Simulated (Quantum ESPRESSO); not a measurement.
Crystal: MgS (Niningerite).

```
CELL_PARAMETERS angstrom
0.00000 2.60165 2.60165
2.60165 0.00000 2.60165
2.60165 2.60165 0.00000
ATOMIC_POSITIONS crystal
S 0.50000 0.50000 0.50000
Mg 0.00000 0.00000 0.00000
```

Base run:

| Property | Result |
| --- | --- |
| Program | Quantum ESPRESSO 7.5 |
| Functional | LDA |
| Potentials or basis | GBRV 1.5 LDA |
| Cutoff | 612 eV |
| Density cutoff | 4898 eV |
| k mesh | 9 × 9 × 9 |
| Occupations | fermi-dirac, width 0.05 eV |
| Spin | no spin polarisation |

Its results: band gap on the k mesh 2.69 eV, indirect (least direct gap 3.48 eV); pressure -3.4 GPa.

Task: The run is repeated on the same cell with these changes: functional from LDA to PBEsol; potentials or basis from GBRV 1.5 LDA to GBRV 1.5 PBEsol. What comes out?

Result: Band gap on the k mesh 2.84 eV, indirect (least direct gap 3.59 eV); pressure -1.1 GPa.

Caveats: the mesh misses the band edges, which the band path finds closer together (some runs); an odd mesh through Γ misses points on the zone boundary, where band edges often lie (some runs).
